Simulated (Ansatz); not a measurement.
What strain does to SrCl2 (fluorite)

SrCl2 built on the fluorite prototype, relaxed with r2SCAN in Ansatz 0.2.0. It is cubic, Fm-3m (No. 225); a = 6.995 Å in the conventional setting, 28.53 Å³ an atom. Around Sr lie 8 Cl at 3.03 Å; around Cl lie 4 Sr at 3.03 Å.

The axes x, y and z are those of this cell:
```xyz
3
Lattice="0.0000 3.4977 3.4977 3.4977 0.0000 3.4977 3.4977 3.4977 0.0000" Properties=species:S:1:pos:R:3 pbc="T T T"
Sr    0.0000    0.0000    0.0000
Cl    1.7489    1.7489    1.7489
Cl    5.2466    5.2466    5.2466
```

Unstrained: With PBE the valence top lies at X and the conduction bottom at Γ, 5.312 eV higher; the smallest vertical gap, at X, is 5.512 eV. The r2SCAN gap is indirect, 5.937 eV (X to Γ), below the direct gap of 5.994 eV at X. HSE06 gives an indirect gap of 6.591 eV, from X to Γ; the least direct gap is 6.829 eV at X. Meshes: PBE 6×6×6, r2SCAN 6×6×6, HSE06 4×4×4. Strains are changes of length per length, and xy shears are angles. After each strain the atoms were relaxed again with r2SCAN within the symmetry that the strain leaves, so tilts or polar shifts that break it weren't tested; points keep the names that they have in the unstrained zone. The values are computed, spin-unpolarised, and not measurements.

Changes of the least gap in eV (an overlap counts as a negative gap):

| strain | volume change (%) | space group | PBE | r2SCAN | HSE06 | energy rise, r2SCAN (meV/atom) |
| --- | --- | --- | --- | --- | --- | --- |
| epitaxial +1.5 % in the xy plane, free normal strain -0.75 % | +2.2 | I4/mmm | -0.190 | -0.194 | -0.196 | 3.3 |
| epitaxial -1.5 % in the xy plane, free normal strain +0.75 % | -2.2 | I4/mmm | +0.019 | -0.012 | +0.021 | 3.4 |
| isotropic +1.5 % on every length | +4.6 | Fm-3m | -0.172 | -0.167 | -0.177 | 6.5 |
| xy shear, engineering strain (angle) -3.0 % | 0.0 | Immm | -0.001 | 0.000 | -0.001 | 0.8 |
| uniaxial -0.5 % along x | -0.5 | I4/mmm | -0.002 | -0.003 | -0.002 | 0.2 |

Epitaxial +1.5 % in the xy plane, free normal strain -0.75 %. HSE06: the gap goes from 6.591 to 6.395 eV (-0.196 eV); the X points, equivalent before, split by 136 meV, and the valence top lies at those like (1/2, 1/2, 0). Stress change with r2SCAN, compression positive: xx -1.18, yy -1.18, zz 0.00 GPa.

Epitaxial -1.5 % in the xy plane, free normal strain +0.75 %. r2SCAN: the gap goes from 5.937 to 5.925 eV (-0.012 eV); it turns from indirect (X → Γ) to direct (X). HSE06: the gap goes from 6.591 to 6.612 eV (+0.021 eV). Stress change with r2SCAN, compression positive: xx +1.32, yy +1.32, zz +0.06 GPa.

Isotropic +1.5 % on every length. HSE06: the gap goes from 6.591 to 6.414 eV (-0.177 eV). Stress change with r2SCAN, compression positive: xx -1.51, yy -1.51, zz -1.51 GPa. For HSE06, dE_g/d ln V = -4.0 eV over this step.

Xy shear, engineering strain (angle) -3.0 %. HSE06: the gap goes from 6.591 to 6.590 eV (-0.001 eV). Stress change with r2SCAN, compression positive: xx +0.01, yy +0.01, zz +0.03, xy +0.30 GPa.

Uniaxial -0.5 % along x, other directions held. HSE06: the gap goes from 6.591 to 6.589 eV (-0.002 eV); the X points, equivalent before, split by 31 meV, and the valence top lies at those like (0, 1/2, 1/2). Stress change with r2SCAN, compression positive: xx +0.37, yy +0.10, zz +0.10 GPa.

The meshes of the hybrids are coarse, so their gaps aren't converged to the digits shown.
